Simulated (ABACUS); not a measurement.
## W2C in ABACUS: convergence with scf thr

Input of the first run (scf thr 0.01); the others differ in this setting and in those tied to it:

The input INPUT:

```
INPUT_PARAMETERS
suffix              W2C
calculation         scf
basis_type          pw
pseudo_dir          ./
symmetry            1
dft_functional      pbesol
ecutwfc             40
pseudo_rcut         10
nspin               1
nbands              20
ks_solver           dav
smearing_method     gauss
smearing_sigma      0.00734986
scf_thr             0.01
scf_nmax            100
mixing_type         broyden
mixing_beta         0.7
cal_force           1
cal_stress          1
ecutrho             320
kpar                4
```

File STRU:

```
ATOMIC_SPECIES
W 183.8400 w_pbesol_v1.2.uspp.F.UPF
C 12.0110 c_pbesol_v1.2.uspp.F.UPF

LATTICE_CONSTANT
1.8897261246

LATTICE_VECTORS
3.0700456420 0.0000000000 0.0000000000
-1.5350228210 2.6587375167 0.0000000000
0.0000000000 0.0000000000 4.6784280000

ATOMIC_POSITIONS
Direct

W
0.0
2
0.6666666667 0.3333333333 0.2536690000 1 1 1
0.3333333333 0.6666666667 0.7463310000 1 1 1

C
0.0
1
0.0000000000 0.0000000000 0.0000000000 1 1 1
```

KPT

```
K_POINTS
0
Gamma
8 8 5 0 0 0
```

Potentials or basis: GBRV ultrasoft 1.5 PBEsol, plane waves.

Launch:

```bash
$ OMP_NUM_THREADS=1 mpirun -np 4 abacus > log
```

The cell comes from a database or a generator and needn't be the stable form of this composition.

Hardware: 4 MPI ranks on Intel(R) Xeon(R) Platinum 8375C CPU @ 2.90GHz (Ice Lake), on a shared host.

**Question.** The values tried are 0.01, 0.001, 0.0001, 1e-05, 1e-06, 1e-07, 1e-08, 1e-10, loosest first. From which on does the energy stay within 1 meV/atom of the tightest run that finished?

**Answer.** From 0.001 on.

| scf thr | energy less the tightest run, at zero smearing (meV/atom) | pressure (GPa) | largest force (eV/Å) | SCF cycles | CPU time (s) |
| --- | --- | --- | --- | --- | --- |
| 0.01 | 15.10 | -9.90 | 8.062 | 3 | 63 |
| 0.001 | 0.36 | -13.64 | 1.318 | 4 | 78 |
| 0.0001 | 0.01 | -12.24 | 0.230 | 5 | 82 |
| 1e-05 | 0.01 | -12.24 | 0.230 | 5 | 84 |
| 1e-06 | 0.00 | -12.62 | 0.146 | 6 | 97 |
| 1e-07 | 0.00 | -12.58 | 0.188 | 7 | 120 |
| 1e-08 | 0.00 | -12.58 | 0.188 | 7 | 110 |
| 1e-10 | 0.00 | -12.58 | 0.186 | 9 | 140 |

Against the tightest run, the pressure stays within 0.1 GPa from 1e-06 on; the largest force stays within 0.005 eV/Å from 1e-07 on. The tightest run that finished is the yardstick and may itself not be fully converged.

Caveat, for the tightest run too: there are fewer bands than atomic start orbitals, so a level may be missed at k points of high symmetry. Spin-orbit coupling is left out, which matters for the levels of W.
